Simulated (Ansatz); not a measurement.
# FeO (P4_2/mmc) in Ansatz: reference runs

Aim: a first look at FeO with PBEsol, on the cell as given and on a disturbed one.

Program: Ansatz 0.2.0. These are calculated values, not measurements. Logs are shortened: lines on timing, memory, paths and dates and some standing lists are left out, and cuts for length are marked.

### Step 1. The crystal as given

The structure is tetragonal, space group P4_2/mmc (No. 131). The conventional cell has a = 3.046 Å, b = 3.046 Å, c = 5.464 Å, α = 90.00°, β = 90.00°, γ = 90.00°. Fe (site symmetry mmm) is surrounded by 4 O at 2.05 Å. Around O (site symmetry -4m2) lie 4 Fe at 2.05 Å.

The cell comes from a database or a generator and needn't be the stable form of this composition.

### Step 2. Single point, PBEsol, collinear spin, ferromagnetic start

The input, input.yaml:

```yaml
crystal:
  lattice:
    - [3.0458920022, 0.0, 0.0]
    - [0.0, 3.0458920022, 0.0]
    - [0.0, 0.0, 5.464211507]
  atoms:
    - { symbol: Fe, position: [0.5, 0.0, 0.5], spin: 3.0 }
    - { symbol: Fe, position: [0.0, 0.5, 0.0], spin: 3.0 }
    - { symbol: O, position: [0.5, 0.5, 0.25] }
    - { symbol: O, position: [0.5, 0.5, 0.75] }
hamiltonian:
  xc: pbesol
  pseudopotentials: { kind: paw }
magnetization:
  spin_polarized: true
kpoints:
  mp_grid: { grid: [9, 9, 5] }
scf:
  occupations: { method: fermi_dirac, width: 0.05 }
output:
  forces: true
  stress: true
  eigenvalues: true
```

Potentials or basis: Ansatz PAW.

Started as:

```sh
$ ansatz run input.yaml --threads 2 --pin off --max-ram 5632MiB --backend cpu --events-out ev --progress --plain --runs-dir out
```

Standard output:

```text
Warning: RAYON_NUM_THREADS=2 ignored (pool sized by the plan → 2); use --threads N
Engine: ansatz 0.2.0, x86_64-unknown-linux-gnu
Pseudopotentials: kind: paw
Pseudopotential: Fe, paw, valence charge 16, recommended cutoff 420 eV (normal), Fe.paw.azcp
Pseudopotential: O, paw, valence charge 6, recommended cutoff 420 eV (normal), O.paw.azcp
Functional definition: PBEsol
  exchange = pbesol_x
  correlation = pbesol_c
Crystal: 4 atoms, lattice volume = 50.694 Å³
Basis set: ecut = 420 eV, 987 PW (Γ), exchange–correlation on 48×48×80 points (8 copies of the dense FFT grid, shifted against one another)
Bands: 30, of which v1, the nominal top of the filled ones, is band 22 counted from 1 (21 counted from 0)
Symmetry: 16 space group operations
Space group: P42/mmc (ITA 131), of the structure as read, at distance tolerance 3.7e-5 Å
Magnetic group: BNS 131.435 (UNI 1095), of the structure as read, at distance tolerance 3.7e-5 Å
k-points: 45 of 405
Non-local potential: Fe, projectors of the file, l = 0: 3, l = 1: 2, l = 2: 3, l = 3: 1
Non-local potential: O, projectors of the file, l = 0: 2, l = 1: 2, l = 2: 1
PAW form: soft (Blöchl's): semilocal exchange-correlation on the pseudo side does not see the compensation charge
PAW frozen core: Fe, regenerated for the run's functional, and the local potential with it (the file was generated under x = pbe(κ = 0.804, μ = 0.2195149727645171), c = pbe(β = 0.06672455060314922))
PAW frozen core: O, regenerated for the run's functional, and the local potential with it (the file was generated under x = pbe(κ = 0.804, μ = 0.2195149727645171), c = pbe(β = 0.06672455060314922))
PAW one-centre angular grid: Fe, 590 points (default); XC on 64 Gauss nodes
PAW one-centre angular grid: O, 110 points (default); XC on 64 Gauss nodes
Initial density: superposition of atomic densities (chi_scale 0.1, normalization cell, long waves kept (reshape's long-wave potential 0.00 eV rms))
Starting moments: Σ|m| = 6 μB on 2 of 4 sites
Initial wavefunctions: pseudopotential atomic-orbital guess
Functional: x = pbesol(κ = 0.804, μ = 0.12345679012345678), c = pbesol(β = 0.046)
SCF iter   1: F=—  HF=-10016.647357 eV  |F-HF|=—  |Δ(HF+E_count)|=         —  Δρ=8.77e-2 (↑8.77e-2 ↓6.67e-2)  dr2=9.89e0  dr2_m=2.15e-1  M=5.797 μB ∫|m|=5.830 μB  β_m=0.30  ethr=3.10e-3  ⟨swp⟩=5.3  Hψ=9449  notcnv=0
Mixer restart at iter 1: flushing history
preconditioner: auto → Kerker (q_TF=auto, 2.665 Å⁻¹)  [metal: Δε(μ)=0.006 eV  Ē_g=9.015 eV  σ=0.050 eV  W_gap=0.03  n_scr=16 (ndim 8)  ℏωp=27.6 eV  f_vac=0.000  D(μ)=6.93/eV (n_scr^D=108)]
spin=Collinear: Kerker preconditioning applied to the charge; magnetization (m = ρ↑ − ρ↓) channel mixes plain (no charge-response kernel on spin).
SCF iter   2: F=—  HF=-10016.925431 eV  |F-HF|=—  |Δ(HF+E_count)|=   2.78e-1  Δρ=4.71e-2 (↑4.71e-2 ↓3.34e-2)  dr2=9.92e-1  dr2_m=5.09e-1  M=6.448 μB ∫|m|=6.488 μB  β_m=0.36  ethr=3.10e-3  ⟨swp⟩=3.6  Hψ=6275  notcnv=0  defer=66
SCF iter   3: F=—  HF=-10017.139379 eV  |F-HF|=—  |Δ(HF+E_count)|=   2.14e-1  Δρ=3.14e-2 (↑3.14e-2 ↓3.00e-2)  dr2=2.58e-1  dr2_m=3.59e-1  M=6.756 μB ∫|m|=6.807 μB  β_m=0.27  ethr=2.25e-3  ⟨swp⟩=2.0  Hψ=3897  notcnv=0  defer=69
SCF iter   4: F=—  HF=-10017.180702 eV  |F-HF|=—  |Δ(HF+E_count)|=   4.13e-2  Δρ=2.22e-2 (↑1.81e-2 ↓2.22e-2)  dr2=7.57e-2  dr2_m=1.59e-1  M=6.982 μB ∫|m|=7.051 μB  β_m=0.62  ethr=5.87e-4  ⟨swp⟩=2.5  Hψ=3944  notcnv=0  defer=69
SCF iter   5: F=—  HF=-10017.192585 eV  |F-HF|=—  |Δ(HF+E_count)|=         —  Δρ=7.34e-3 (↑7.25e-3 ↓7.34e-3)  dr2=1.03e-2  dr2_m=2.13e-2  M=7.420 μB ∫|m|=7.518 μB  β_m=0.62  ethr=1.72e-4  ⟨swp⟩=2.3  Hψ=5278  notcnv=0  defer=71
Mixer restart at iter 5: flushing history
SCF iter   6: F=—  HF=-10017.192208 eV  |F-HF|=—  |Δ(HF+E_count)|=   3.77e-4  Δρ=4.57e-3 (↑4.09e-3 ↓4.57e-3)  dr2=3.27e-3  dr2_m=7.46e-3  M=7.452 μB ∫|m|=7.553 μB  β_m=0.81  ethr=2.34e-5  ⟨swp⟩=1.8  Hψ=3981  notcnv=0  defer=71
SCF iter   7: F=—  HF=-10017.192534 eV  |F-HF|=—  |Δ(HF+E_count)|=   3.26e-4  Δρ=9.92e-4 (↑5.30e-4 ↓9.92e-4)  dr2=6.05e-4  dr2_m=4.95e-5  M=7.482 μB ∫|m|=7.588 μB  β_m=0.83  ethr=7.44e-6  ⟨swp⟩=2.0  Hψ=4372  notcnv=0  defer=71
SCF iter   8: F=—  HF=-10017.192633 eV  |F-HF|=—  |Δ(HF+E_count)|=   9.93e-5  Δρ=5.33e-4 (↑5.33e-4 ↓2.63e-4)  dr2=1.14e-4  dr2_m=2.92e-5  M=7.478 μB ∫|m|=7.584 μB  β_m=0.74  ethr=1.37e-6  ⟨swp⟩=2.0  Hψ=4990  notcnv=0  defer=71
SCF iter   9: F=—  HF=-10017.192560 eV  |F-HF|=—  |Δ(HF+E_count)|=   7.33e-5  Δρ=2.00e-4 (↑8.57e-5 ↓2.00e-4)  dr2=2.23e-5  dr2_m=3.56e-6  M=7.478 μB ∫|m|=7.584 μB  β_m=0.87  ethr=2.59e-7  ⟨swp⟩=2.0  Hψ=4588  notcnv=0  defer=71
SCF iter  10: F=—  HF=-10017.192572 eV  |F-HF|=—  |Δ(HF+E_count)|=   1.21e-5  Δρ=1.06e-4 (↑7.28e-5 ↓1.06e-4)  dr2=5.68e-6  dr2_m=2.14e-6  M=7.479 μB ∫|m|=7.586 μB  β_m=0.94  ethr=5.07e-8  ⟨swp⟩=2.1  Hψ=3791  notcnv=0  defer=71
SCF iter  11: F=—  HF=-10017.192574 eV  |F-HF|=—  |Δ(HF+E_count)|=   1.89e-6  Δρ=1.56e-5 (↑1.18e-5 ↓1.56e-5)  dr2=3.66e-7  dr2_m=2.21e-8  M=7.481 μB ∫|m|=7.588 μB  β_m=0.97  ethr=1.29e-8  ⟨swp⟩=2.0  Hψ=3881  notcnv=0  defer=71
SCF iter  12: F=—  HF=-10017.192574 eV  |F-HF|=—  |Δ(HF+E_count)|=   8.40e-8  Δρ=5.91e-6 (↑5.91e-6 ↓5.42e-6)  dr2=1.61e-8  dr2_m=1.02e-8  M=7.481 μB ∫|m|=7.588 μB  β_m=0.98  ethr=8.32e-10  ⟨swp⟩=2.1  Hψ=3778  notcnv=0  defer=71
SCF iter  13: F=-10017.192574 eV  HF=-10017.192574 eV  |F-HF|=3.69e-9  |Δ(HF+E_count)|=   1.18e-8  Δρ=3.39e-6 (↑1.94e-6 ↓3.39e-6)  dr2=5.80e-9  dr2_m=2.11e-9  M=7.481 μB ∫|m|=7.588 μB  ethr=3.66e-11  ⟨swp⟩=4.4  Hψ=9292  notcnv=0
SCF 1 converged in 13 iterations: F = -10017.192574 eV  dr2 = 5.80e-9
WARN: an SCF from antiferromagnetic starting moments (-3.48, 3.48, 0.00, 0.00 Bohr magnetons, atom by atom) was not made, by what the run has read of turns of its moments that order reads lower: the deck asks for what bars it, or types moments that do (magnetization.spin_polarized, in the input reference, names some of the keys), or the run goes by scf.lower_state_search: light, the default, which as a rule tries one only behind a close that has lost an order of both signs, or on which an open d or half-filled 4f shell of a PAW file has lost a moment that was set nearer to Hund's than to what is left; or, under a Hubbard U, one that names an f shell that the input leaves bare beside given moments, or a larger moment for a shell of low spin that is given one. standard, with a start from the atoms, tries one behind each close (in a relaxation, ahead of its steps or at their end). To set out from that order, type those moments (crystal.atoms[].spin; where shells were raised to Hund's moment, beside crystal.symmetry.detect: false) under scf.lower_state_search: light. The bands of the close that named these starting moments, or of the one ahead of a search that led to it (under cold or Methfessel-Paxton smearing those of the Gaussian ahead of it) read a cost of -623.57 meV for the turn to them, carried on from a small turn (-623.57 by the pairs of d shells alone)
SCF converged after 13 iterations
Magnetization: 7.4813 μB (25.7406 up, 18.2594 down)
Absolute magnetization: 7.5882 μB (∫|ρ↑−ρ↓|, with the PAW one-centre terms)
Spin contamination: 0.0734 ħ² per cell (⟨S²⟩ above its minimum at these occupations)
Per-site moments (μB) at R_I (Å): [(3.223999557521428, 0.8439093708699928), (3.2239995575214278, 0.843909370869993), (0.22389151608332122, 0.843909370869993), (0.2238915160833211, 0.8439093708699928)]
Free energy (F): -10017.192574 eV
Harris-Foulkes:  -10017.192574 eV  (|F-HF|=3.69e-9)
Internal energy: -10017.144643 eV  (E = F + TS)
E sigma→0 (E₀):  -10017.168609 eV
Entropy (-TS):   -0.047931 eV (-11.983 meV/atom)
Fermi energy:    10.188068 eV
--- Per-component energies (eV) ---
  E_band       = -713.085243
  E_kinetic    = 1022.499481
  E_local      = -6104.316339  (includes V_loc(G=0)·N_el)
  E_nonlocal   = 555.217843
  E_hartree    = 2481.660392
  E_xc         = -369.671404
  E_vxc        = -476.230181  (∫ρ·V_xc dr)
  E_paw        = -2980.189377  (= ΣΔE_a)
  E_vpaw       = -673.579981  (= ΣTr[D̂ρ^β])
  E_aug_tail   = 0.005898  (compensation charges beyond the density's cutoff)
  E_ewald      = -4622.780117
  E_core_change = 0.428979  (= ΣΔE_core)
  E_smearing   = -0.047931  (= −TS)
  E_closure    = 0.000000  (closes the sum)
  Σ components = -10017.192574   (vs F -10017.192574, Δ=0.00e0)
--- Forces (eV/Å), atoms counted from 1 ---
  atom   1  Fe     0.00000000    -0.00000000    -0.00000000
  atom   2  Fe     0.00000000     0.00000000     0.00000000
  atom   3  O      0.00000000     0.00000000    -0.00000000
  atom   4  O      0.00000000     0.00000000     0.00000000
  max |Σ_I F_I| component: 1.30e-18 eV/Å
--- Stress (GPa, compression-positive) ---
      -13.899277       0.000000       0.000000
        0.000000     -13.899277       0.000000
        0.000000       0.000000     -19.201667
  P = ⅓ Tr σ = -15.6667 GPa (-156.667 kbar)
--- Band table (eV; the first three rows and the last of 90) ---
  k-point 0 ↑: bands = ["-79.3885", "-79.3875", "-45.7688", "-45.7688", "-45.5732", "-45.5588", "-45.2894", "-45.2894", "-9.5004", "-8.4780", "1.9810", "4.2523", "4.2523", "5.7848", "6.3247", "6.4156", "6.4156", "6.4839", "6.9775", "6.9902", "7.0648", "7.0804", "7.0804", "7.6312", "10.2831", "10.2831", "10.6403", "14.7685", "16.3257", "22.4022"]
  k-point 1 ↑: bands = ["-79.3884", "-79.3876", "-45.7688", "-45.7688", "-45.5718", "-45.5602", "-45.2894", "-45.2894", "-9.4154", "-8.5914", "2.2988", "4.2796", "4.2796", "5.5376", "6.0978", "6.1231", "6.1231", "6.3277", "6.9857", "7.0564", "7.1068", "7.4682", "7.4682", "7.5259", "10.1330", "10.1330", "11.1289", "14.0952", "17.3091", "22.4805"]
  k-point 2 ↑: bands = ["-79.3882", "-79.3879", "-45.7688", "-45.7688", "-45.5682", "-45.5638", "-45.2894", "-45.2894", "-9.1824", "-8.8695", "3.1678", "4.3290", "4.3290", "4.3754", "5.8363", "5.8363", "6.1708", "6.2967", "7.0075", "7.0344", "7.1760", "7.3129", "7.9574", "7.9574", "9.8367", "9.8367", "12.1061", "13.1177", "19.0948", "21.1183"]
  k-point 44 ↓: bands = ["-75.4404", "-75.4404", "-41.7437", "-41.7408", "-41.7248", "-41.7234", "-41.6310", "-41.6308", "-8.0676", "-7.9922", "4.6835", "4.7452", "5.0066", "5.2116", "5.3683", "5.5610", "9.4714", "9.8088", "10.4031", "10.4045", "10.7472", "10.7783", "11.2663", "11.2800", "12.0230", "12.4716", "13.6176", "14.6892", "20.4924", "20.5871"]
```

It took 7 s on 2 threads of Intel Xeon Platinum 8375C at 2.90GHz (Ice Lake), shared host; peak memory 0.46 GiB.

What came out:

- Free energy: -10017.1926 eV
- Pressure: -15.7 GPa
- Band gap on the k mesh: none (metal or under the smearing width)
- Net moment: 7.48 μB per cell
- Absolute moment: 7.59 μB per cell
- Site moments: Fe +3.22; O +0.22 μB

Caveat: the magnetic or orbital state may not be the lowest; so large a pressure means that the cell lies far from this level's equilibrium, or that cutoff or potentials fall short; the pressure holds a Pulay correction of +0.5 GPa for the finite cutoff; semilocal functionals often make such compounds metallic where correlation or magnetic order opens a gap, which also shifts bond lengths; only a ferromagnetic start was run, and an antiferromagnetic order may lie lower in energy; the PAW data sets come from PBE, with cores solved anew for the run's functional, which leaves a small shift of forces and pressure.

[end of part 1 of 2]
